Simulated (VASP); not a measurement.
Here is a VASP 6.6.1 calculation.

INCAR

```
SYSTEM = Ge
  PREC = Accurate
  ENCUT = 520
  EDIFF = 1E-7
  ISMEAR = 0
  SIGMA = 0.05
  LREAL = .FALSE.
  LASPH = .TRUE.
  NELM = 100
  ALGO = Fast
  ISIF = 2
  LWAVE = .FALSE.
  LCHARG = .FALSE.
  GGA = PE
  NBANDS = 36
```

File KPOINTS:

```
regular mesh
0
G
  10 10 7
  0 0 0
```

File POSCAR:

```
Ge
1.0
    3.8678033824      0.0000000000      0.0000000000
    0.0000000000      3.8678033824      0.0000000000
    0.0000000000      0.0000000000      5.9698076353
Ge
4
Direct
    0.0000000000      0.0000000000      0.0000000000
    0.5000000000      0.0000000000      0.2500000000
    0.5000000000      0.5000000000      0.5000000000
    0.0000000000      0.5000000000      0.7500000000
```

Potentials or basis: VASP PAW PBE potentials, release 64 (Ge_d).

Command:

```bash
$ cat potpaw_PBE.64/Ge_d/POTCAR > POTCAR
$ mpirun -np 1 vasp_std > vasp.out
```

(1) Estimate the pressure.

(2) Estimate the band gap on the k mesh.

## Answers

(1) 4.7 GPa.

(2) none (metal or under the smearing width).
